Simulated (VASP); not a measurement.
# SnO (P4/nmm) in VASP: notebook

The runs below take SnO through relaxation of cell and atoms, with vdW-DF2, optB86b-vdW, vdW-DF.

Program: VASP 6.6.1. These are calculated values, not measurements. Logs are shortened: lines on timing, memory, paths and dates and some standing lists are left out, and cuts for length are marked.

## Step 1: The structure

It takes space group P4/nmm (No. 129, tetragonal). Conventional cell: a = 3.814 Å, b = 3.814 Å, c = 4.887 Å, α = 90.00°, β = 90.00°, γ = 90.00°. Sn (site symmetry 4mm) has 4 O at 2.23 Å as nearest neighbours. Around O (site symmetry -4m2) lie 4 Sn at 2.23 Å.

The cell is a database's computed one.

## Step 2: Relaxation of cell and atoms, vdW-DF2

INCAR reads:

```
PREC = Accurate ; ENCUT = 600
EDIFF = 1E-7 ; ISMEAR = -1
SIGMA = 0.05 ; LREAL = False
LASPH = True ; NELM = 80
ALGO = Normal ; ISIF = 3
LWAVE = False ; LCHARG = False
GGA = ML ; LUSE_VDW = True
AGGAC = 0.0 ; ZAB_VDW = -1.8867
IBRION = 2 ; NSW = 60
EDIFFG = -0.01
```

KPOINTS reads:

```
Automatic mesh
0
Gamma
  7 7 6
```

POSCAR reads:

```
SnO
1.0
    3.8136952200      0.0000000000      0.0000000000
    0.0000000000      3.8136952200      0.0000000000
    0.0000000000      0.0000000000      4.8869133000
Sn O
2 2
Direct
    0.5000000000      0.0000000000      0.7646261400
    0.0000000000      0.5000000000      0.2353738600
    0.0000000000      0.0000000000      0.0000000000
    0.5000000000      0.5000000000      0.0000000000
```

Potentials or basis: VASP PAW PBE potentials, release 64 (Sn_d, O).

The run is started by

```
> cat potpaw_PBE.64/Sn_d/POTCAR potpaw_PBE.64/O/POTCAR > POTCAR
> mpirun -np 1 vasp_std > vasp.out
```

OUTCAR:

```text
PREC = Accurate
   ENCUT = 600
   EDIFF = 1E-7
   ISMEAR = -1
   LREAL = False
   LASPH = True
   NELM = 80
   ISIF = 3
   GGA = ML
   IBRION = 2
   NSW = 60
   EDIFFG = -0.01

 ion  position               nearest neighbor table
   1  0.500  0.000  0.765-   3 2.23   4 2.23   4 2.23   3 2.23   2 3.54   2 3.54   2 3.54   2 3.54
                             2 3.74   2 3.74   2 3.74   2 3.74
   2  0.000  0.500  0.235-   3 2.23   4 2.23   3 2.23   4 2.23   1 3.54   1 3.54   1 3.54   1 3.54
                             1 3.74   1 3.74   1 3.74   1 3.74
   3  0.000  0.000  0.000-   1 2.23   2 2.23   2 2.23   1 2.23
   4  0.500  0.500  0.000-   1 2.23   2 2.23   1 2.23   2 2.23

  LATTYP: Found a simple tetragonal cell.
 ALAT       =     3.8136952200
 C/A-ratio  =     1.2814116016

  Lattice vectors:

 A1 = (   3.8136952200,   0.0000000000,   0.0000000000)
 A2 = (   0.0000000000,   3.8136952200,   0.0000000000)
 A3 = (   0.0000000000,   0.0000000000,   4.8869133000)

Analysis of symmetry for initial positions (statically):
=====================================================================
 Subroutine PRICEL returns:
 Original cell was already a primitive cell.

 Routine SETGRP: Setting up the symmetry group for a
 simple tetragonal supercell.

 Subroutine GETGRP returns: Found 16 space group operations
 (whereof  8 operations were pure point group operations)
 out of a pool of 16 trial point group operations.

The static configuration has the point symmetry D_2d.
 The point group associated with its full space group is D_4h.

Analysis of symmetry for dynamics (positions and initial velocities):
=====================================================================
 Subroutine PRICEL returns:
 Original cell was already a primitive cell.

 Routine SETGRP: Setting up the symmetry group for a
 simple tetragonal supercell.

 Subroutine GETGRP returns: Found 16 space group operations
 (whereof  8 operations were pure point group operations)
 out of a pool of 16 trial point group operations.

The dynamic configuration has the point symmetry D_2d.
 The point group associated with its full space group is D_4h.

 Subroutine INISYM returns: Found 16 space group operations
 (whereof  8 operations are pure point group operations),
 and found     1 'primitive' translations

----------------------------------------------------------------------------------------

                                     Primitive cell

  volume of cell :      71.0766

  direct lattice vectors                    reciprocal lattice vectors
     3.813695220  0.000000000  0.000000000     0.262212878  0.000000000  0.000000000
     0.000000000  3.813695220  0.000000000     0.000000000  0.262212878  0.000000000
     0.000000000  0.000000000  4.886913300     0.000000000  0.000000000  0.204628144

  length of vectors
     3.813695220  3.813695220  4.886913300     0.262212878  0.262212878  0.204628144

  position of ions in fractional coordinates (direct lattice)
     0.500000000  0.000000000  0.764626140
     0.000000000  0.500000000  0.235373860
     0.000000000  0.000000000  0.000000000
     0.500000000  0.500000000  0.000000000

  ion indices of the primitive-cell ions
   primitive index   ion index
                 1           1
                 2           2
                 3           3
                 4           4

----------------------------------------------------------------------------------------

 KPOINTS: Automatic mesh

Automatic generation of k-mesh.
 Grid dimensions read from file:
 generate k-points for:    7    7    6

 Generating k-lattice:

  Cartesian coordinates                     Fractional coordinates (reciprocal lattice)
     0.037458983  0.000000000  0.000000000     0.142857143  0.000000000  0.000000000
     0.000000000  0.037458983  0.000000000     0.000000000  0.142857143  0.000000000
     0.000000000  0.000000000  0.034104691     0.000000000  0.000000000  0.166666667

  Length of vectors
     0.037458983  0.037458983  0.034104691

  Shift w.r.t. Gamma in fractional coordinates (k-lattice)
     0.000000000  0.000000000  0.000000000

 Subroutine IBZKPT returns following result:
 ===========================================

 Found     40 irreducible k-points:

 Following reciprocal coordinates:
            Coordinates               Weight
  0.000000  0.000000  0.000000      1.000000
  0.142857  0.000000  0.000000      4.000000
  0.285714  0.000000  0.000000      4.000000
  0.428571  0.000000  0.000000      4.000000
  0.142857  0.142857  0.000000      4.000000
  0.285714  0.142857  0.000000      8.000000
[... 16 lines left out ...]
  0.285714  0.000000  0.333333      8.000000
  0.428571  0.000000  0.333333      8.000000
 [... further k-points ...]
   k-points           NKPTS =     40   k-points in BZ     NKDIM =     40   number of bands    NBANDS=     24
   number of dos      NEDOS =    301   number of ions     NIONS =      4
   total plane-waves  NPLWV =  36000
[... 24 lines left out ...]
   TEBEG  =    0.0;   TEEND  =   0.0 temperature during run
   PSTRESS=    0.0 pullay stress
   NELECT =      40.0000    total number of electrons
   NUPDOWN=      -1.0000    fix difference up-down
   EMIN   =  10.00;   EMAX   =-10.00  energy-range for DOS
   EFERMI =   0.00;   METHOD = LEGACY
   ISMEAR =    -1;   SIGMA  =   0.05  broadening in eV -4-tet -1-fermi 0-gaus
   EFERMI_NEDOS =   21; number of points for ismear=-14 and -15
   IALGO  =     38    algorithm
   IMIX   =      4    mixing-type and parameters
     AMIX     =   0.40;   BMIX     =  1.00
     AMIX_MAG =   1.60;   BMIX_MAG =  1.00
  volume/ion in A,a.u.               =      17.77       119.91
  Fermi-wavevector in a.u.,A,eV,Ry     =   1.351614  2.554180 24.855939  1.826860
  Thomas-Fermi vector in A             =   2.479021
   LORBIT       =      0    0 simple, 1 ext, 2 COOP (PROOUT), +10 PAW based schemes
   GGA     = ML    functional components
   LHFCALC =     F    Hartree Fock is set to
   AEXX    =    0.0000 exact exchange contribution
   IVDW_NL    =     1    kernel type
   BPARAM     = 6.3000
   IVDW    =     0    specifies the selected vdW correction
   LEPSILON=     F    determine dielectric tensor
   LRPA    =     F    only Hartree local field effects (RPA)
 conjugate gradient relaxation of ions
 non-spin polarized calculation
  energy-cutoff  :      600.00
  volume of cell :       71.08
 maximum number of plane-waves:      2399
   NGX = 15   NGY = 15   NGZ = 19

--------------------------------------- Ionic step        1  -------------------------------------------

 number of electron      40.0000020 magnetization

 Free energy of the ion-electron system (eV)
  ---------------------------------------------------
  ext. energy  EPLUGINS =         0.00000000
  ---------------------------------------------------
  free energy    TOTEN  =       -12.58987191 eV

  energy without entropy =      -12.58984445  energy(sigma->0) =      -12.58985818

------------------------ aborting loop because EDIFF is reached ----------------------------------------

  FORCE on cell =-STRESS in cart. coord.  units (eV):
  Direction    XX          YY          ZZ          XY          YZ          ZX
  --------------------------------------------------------------------------------------
  -------------------------------------------------------------------------------------
  Total        5.0873638      5.0873638      3.9918944      0.0000000     -0.0000000      0.0000000
  in kB      114.6771197    114.6771197     89.9835307      0.0000000     -0.0000000      0.0000000
  external PRESSURE =     106.4459233 kB  Pullay stress =       0.0000000 kB
[... 99 lines left out ...]
  FREE ENERGIE OF THE ION-ELECTRON SYSTEM (eV)
  ---------------------------------------------------
  free  energy   TOTEN  =       -12.8157833298 eV

  energy  without entropy=      -12.8157749673  energy(sigma->0) =      -12.81577915

Total vdW correction in eV:      6.9777978

[... ionic steps 4 to 11 ...]

--------------------------------------- Ionic step       12  -------------------------------------------

 number of electron      39.9999994 magnetization

------------------------ aborting loop because EDIFF is reached ----------------------------------------

  FORCE on cell =-STRESS in cart. coord.  units (eV):
  Direction    XX          YY          ZZ          XY          YZ          ZX
  --------------------------------------------------------------------------------------
  -------------------------------------------------------------------------------------
  Total        0.0926152      0.0926152     -0.0229776      0.0000000     -0.0000000      0.0000000
  in kB        1.7386696      1.7386696     -0.4313587      0.0000000     -0.0000000      0.0000000
  external PRESSURE =       1.0153268 kB  Pullay stress =       0.0000000 kB
[... 65 lines left out ...]
Total vdW correction in eV:      7.0995326

--------------------------------------- Ionic step       14  -------------------------------------------

 number of electron      39.9999995 magnetization

 Free energy of the ion-electron system (eV)
  ---------------------------------------------------
  ext. energy  EPLUGINS =         0.00000000
  ---------------------------------------------------
  free energy    TOTEN  =       -12.88407025 eV

  energy without entropy =      -12.88407022  energy(sigma->0) =      -12.88407023

 E-fermi :   5.2097     XC(G=0):  -9.1167

 val. band max:        4.5038655125   @ k =   0.0000   0.0000   0.0000
 cond. band min:       5.9263339665   @ k =   0.4286   0.4286   0.0000
 fundamental gap:      1.4224684540
 Fermi energy:         5.2096799566

 k-point     1 :       0.0000    0.0000    0.0000
  band No.  band energies     occupation
      1     -16.7670      2.00000
      2     -16.5208      2.00000
      3     -16.5102      2.00000
      4     -16.5102      2.00000
      5     -16.4946      2.00000
      6     -16.4778      2.00000
[... 637 lines left out ...]
     23       9.8365      0.00000
     24       9.9884      0.00000

 [... further k-points ...]
[... 5 lines left out ...]
  --------------------------------------------------------------------------------------
  -------------------------------------------------------------------------------------
  Total        0.0147278      0.0147278     -0.0077464      0.0000000      0.0000000      0.0000000
  in kB        0.2762302      0.2762302     -0.1452889      0.0000000      0.0000000      0.0000000
  external PRESSURE =       0.1357239 kB  Pullay stress =       0.0000000 kB
[... 19 lines left out ...]
  FREE ENERGIE OF THE ION-ELECTRON SYSTEM (eV)
  ---------------------------------------------------
  free  energy   TOTEN  =       -12.8840702490 eV

  energy  without entropy=      -12.8840702157  energy(sigma->0) =      -12.88407023

Total vdW correction in eV:      7.1011974

 reached required accuracy - stopping structural energy minimisation
```

It took 20 min on 1 thread of Intel Xeon 6975P-C (Granite Rapids), shared host; peak memory 0.45 GiB.

Results:

| Quantity | Value |
| --- | --- |
| Free energy | -12.8841 eV |
| Relaxed volume | 21.36 Å³/atom |
| Relaxed cell | a = 3.962 Å, b = 3.962 Å, c = 5.441 Å, α = 90.00°, β = 90.00°, γ = 90.00° |
| Space group after relaxing (to 0.05 Å) | P4/nmm (No. 129) |
| Energy gained by relaxing | 73.5 meV/atom |
| Ionic steps | 14 |
| Pressure after relaxing | 0.0 GPa |
| Largest force after relaxing | 0.003 eV/Å |
| Band gap on the k mesh | 1.42 eV, indirect (least direct gap 1.90 eV) |

Forces on the atoms (eV/Å):
```
Sn   0.000  0.000  0.003
Sn   0.000  0.000 -0.003
O    0.000  0.000  0.000
O    0.000  0.000  0.000
```

Step by step:
```csv
step,energy change (eV),largest force (eV/Å),pressure (GPa),volume (Å³)
1,0.0000,0.9762,10.64,71.08
2,-0.0802,1.5804,-5.21,83.92
3,-0.2259,0.5915,0.56,77.72
4,-0.2522,0.3418,0.32,78.99
5,-0.2628,0.0648,0.08,80.53
6,-0.2705,0.0257,0.21,80.97
7,-0.2851,0.0967,0.69,82.24
8,-0.2799,0.3706,1.86,84.64
9,-0.2877,0.2403,1.25,83.39
10,-0.2917,0.1435,0.81,84.13
11,-0.2940,0.0331,0.01,85.51
12,-0.2940,0.0120,0.10,85.34
13,-0.2941,0.0096,0.08,85.36
14,-0.2942,0.0032,0.01,85.42
```

Final structure:
```yaml
crystal:
  lattice:
    - [3.96234, 0.00000, 0.00000]
    - [0.00000, 3.96234, 0.00000]
    - [0.00000, 0.00000, 5.44094]
  atoms:
    - { symbol: Sn, position: [0.50000, 0.00000, 0.78351] }
    - { symbol: Sn, position: [0.00000, 0.50000, 0.21649] }
    - { symbol: O, position: [0.00000, 0.00000, 0.00000] }
    - { symbol: O, position: [0.50000, 0.50000, 0.00000] }
```

Caveat: the volume moved by over 15 % at a fixed basis, so the end points are rough; the PAW data sets were made with another functional, which shifts forces and pressure a little; spin-orbit coupling is left out, which moves the levels of the heavy elements; an odd mesh through Γ misses points on the zone boundary, where band edges often lie.

## Step 3: Relaxation of cell and atoms, optB86b-vdW

INCAR reads:

```
PREC = Accurate ; ENCUT = 600
EDIFF = 1E-6 ; ISMEAR = -1
SIGMA = 0.05 ; LREAL = False
LASPH = True ; NELM = 80
ALGO = Normal ; ISIF = 3
LWAVE = False ; LCHARG = False
GGA = MK ; LUSE_VDW = True
AGGAC = 0.0 ; PARAM1 = 0.1234
PARAM2 = 1.0 ; IBRION = 2
NSW = 40 ; EDIFFG = -0.02
```

KPOINTS is that of step 2.

POSCAR is that of step 2.

Potentials or basis: VASP PAW PBE potentials, release 64 (Sn_d, O).

The run is started by

```
> cat potpaw_PBE.64/Sn_d/POTCAR potpaw_PBE.64/O/POTCAR > POTCAR
> mpirun -np 1 vasp_std > vasp.out
```

It took 12 min on 1 thread of Intel Xeon 6975P-C (Granite Rapids), shared host; peak memory 0.45 GiB.

The run converged. Its results:

```yaml
Free_energy: -13.4963 eV
Relaxed_volume: 17.63 Å³/atom
Relaxed_cell: a = 3.839 Å, b = 3.839 Å, c = 4.787 Å, α = 90.00°, β = 90.00°, γ = 90.00°
Space_group_after_relaxing_to_0.05_Å: P4/nmm (No. 129)
Energy_gained_by_relaxing: 3.2 meV/atom
Ionic_steps: 11
Pressure_after_relaxing: 0.0 GPa
Band_gap_on_the_k_mesh: 0.35 eV, indirect (least direct gap 2.07 eV)
```

The path:
| step | energy change (eV) | largest force (eV/Å) | pressure (GPa) | volume (Å³) |
| --- | --- | --- | --- | --- |
| 1 | 0.0000 | 0.3988 | 1.72 | 71.08 |
| 2 | 0.0000 | 0.3048 | -1.93 | 73.05 |
| 3 | -0.0091 | 0.0400 | -0.19 | 72.05 |
| 4 | -0.0091 | 0.0483 | -0.11 | 72.03 |
| 5 | -0.0097 | 0.0476 | -0.12 | 71.90 |
| 6 | -0.0114 | 0.0499 | -0.05 | 71.51 |
| 7 | -0.0126 | 0.0530 | 0.02 | 70.73 |
| 8 | -0.0123 | 0.0976 | -0.36 | 70.59 |
| 9 | -0.0128 | 0.0044 | -0.13 | 70.67 |
| 10 | -0.0126 | 0.0109 | 0.25 | 70.31 |
| 11 | -0.0128 | 0.0009 | 0.02 | 70.54 |

Final structure:
```xyz
4
Lattice="3.8386 0.0000 0.0000 0.0000 3.8386 0.0000 0.0000 0.0000 4.7871" Properties=species:S:1:pos:R:3 pbc="T T T"
Sn    1.9193    0.0000    3.6275
Sn    0.0000    1.9193    1.1596
O     0.0000    0.0000    0.0000
O     1.9193    1.9193    0.0000
```

Levels at points of the mesh, in eV from the valence-band top:
| k point | band 18 | band 19 | band 20 | band 21 | band 22 | band 23 |
| --- | --- | --- | --- | --- | --- | --- |
| (0.00, 0.00, 0.00) | -2.98 | -2.98 | 0.00 | 2.19 | 4.59 | 4.59 |
| (0.00, 0.00, 0.50) | -2.99 | -2.99 | -2.02 | 1.73 | 2.89 | 2.89 |

Caveat: the PAW data sets were made with another functional, which shifts forces and pressure a little; spin-orbit coupling is left out, which moves the levels of the heavy elements; an odd mesh through Γ misses points on the zone boundary, where band edges often lie.

## Step 4: Relaxation of cell and atoms, vdW-DF

INCAR reads:

```
PREC     = Accurate       # precision mode
ENCUT    = 600            # plane-wave cutoff, eV
EDIFF    = 1E-6           # SCF threshold, eV
ISMEAR   = -1             # smearing method
SIGMA    = 0.05           # smearing width, eV
LREAL    = False          # projectors in reciprocal space
LASPH    = True           # aspherical terms in the spheres
NELM     = 80             # most SCF steps
ALGO     = Normal         # electronic algorithm
ISIF     = 3              # what is computed and relaxed
LWAVE    = False          # write WAVECAR
LCHARG   = False          # write CHGCAR
GGA      = RE             # functional
LUSE_VDW = True         
AGGAC    = 0.0          
IBRION   = 2              # ionic algorithm
NSW      = 60             # ionic steps
EDIFFG   = -0.01          # ionic threshold
```

KPOINTS reads:

```
regular mesh
0
Gamma
  7 7 6
```

POSCAR is that of step 3.

The run is started by

```
> cat potpaw_PBE.64/Sn_d/POTCAR potpaw_PBE.64/O/POTCAR > POTCAR
> mpirun -np 1 vasp_std > vasp.out
```

Wall time 19 min (1 thread of Intel Xeon 6975P-C (Granite Rapids), shared host); peak memory 0.44 GiB.

Results (log left out):

* Free energy: -11.6075 eV
* Relaxed volume: 20.53 Å³/atom
* Relaxed cell: a = 3.923 Å, b = 3.923 Å, c = 5.334 Å, α = 90.00°, β = 90.00°, γ = 90.00°
* Space group after relaxing (to 0.05 Å): P4/nmm (No. 129)
* Energy gained by relaxing: 40.2 meV/atom
* Ionic steps: 16
* Pressure after relaxing: 0.0 GPa
* Largest force after relaxing: 0.010 eV/Å
* Band gap on the k mesh: 1.27 eV, indirect (least direct gap 1.95 eV)

Forces in eV/Å, atoms in the order of the input:
```
Sn   0.000  0.000  0.010
Sn   0.000  0.000 -0.010
O    0.000  0.000  0.000
O    0.000  0.000  0.000
```

The path:
```csv
step,energy change (eV),largest force (eV/Å),pressure (GPa),volume (Å³)
1,0.0000,0.7745,7.67,71.08
2,-0.0371,1.2481,-4.22,80.19
3,-0.1213,0.4142,0.44,75.80
4,-0.1346,0.2469,0.28,76.71
5,-0.1404,0.0614,0.10,77.79
6,-0.1448,0.0359,0.19,78.14
7,-0.1539,0.0432,0.53,79.16
8,-0.1552,0.2111,1.31,81.14
9,-0.1570,0.1565,1.03,80.46
10,-0.1592,0.0838,0.65,81.05
11,-0.1604,0.0065,0.28,81.67
12,-0.1592,0.1467,-0.41,82.91
13,-0.1606,0.0341,0.09,82.00
14,-0.1606,0.0307,0.12,81.97
15,-0.1607,0.0247,0.09,82.00
16,-0.1609,0.0098,0.04,82.11
```

Final structure:
```
CELL_PARAMETERS angstrom
3.92341 0.00000 0.00000
0.00000 3.92341 0.00000
0.00000 0.00000 5.33411
ATOMIC_POSITIONS crystal
Sn 0.50000 0.00000 0.78002
Sn 0.00000 0.50000 0.21998
O 0.00000 0.00000 0.00000
O 0.50000 0.50000 0.00000
```

Levels at points of the mesh, in eV from the valence-band top:
| k point | band 16 | band 17 | band 18 | band 19 | band 20 | band 21 | band 22 | band 23 | band 24 |
| --- | --- | --- | --- | --- | --- | --- | --- | --- | --- |
| (0.00, 0.00, 0.00) | -5.22 | -2.74 | -2.49 | -2.49 | 0.00 | 1.95 | 3.96 | 5.17 | 5.17 |
| (0.00, 0.00, 0.50) | -3.63 | -2.77 | -2.50 | -2.50 | -1.61 | 1.96 | 3.70 | 3.70 | 3.87 |

Caveat: the volume moved by over 15 % at a fixed basis, so the end points are rough; the PAW data sets were made with another functional, which shifts forces and pressure a little; spin-orbit coupling is left out, which moves the levels of the heavy elements; an odd mesh through Γ misses points on the zone boundary, where band edges often lie.

## Step 5: Overview

| level | gap on the mesh (eV) | pressure (GPa) | relaxed volume (Å³/atom) |
| --- | --- | --- | --- |
| vdW-DF2 | 1.42 | 0.0 | 21.36 |
| optB86b-vdW | 0.35 | 0.0 | 17.63 |
| vdW-DF | 1.27 | 0.0 | 20.53 |

Alike in all rows: task relaxation of cell and atoms; potentials or basis VASP PAW PBE potentials, release 64 (Sn_d, O); no spin polarisation; cell relaxed; k mesh 7 × 7 × 6; cutoff (eV) 600; smearing fermi-dirac 0.05 eV.

Caveats: the PAW data sets were made with another functional, which shifts forces and pressure a little; spin-orbit coupling is left out, which moves the levels of the heavy elements; an odd mesh through Γ misses points on the zone boundary, where band edges often lie; the volume moved by over 15 % at a fixed basis, so the end points are rough (some runs).

Absolute energies hang on the potentials; compare differences alone.
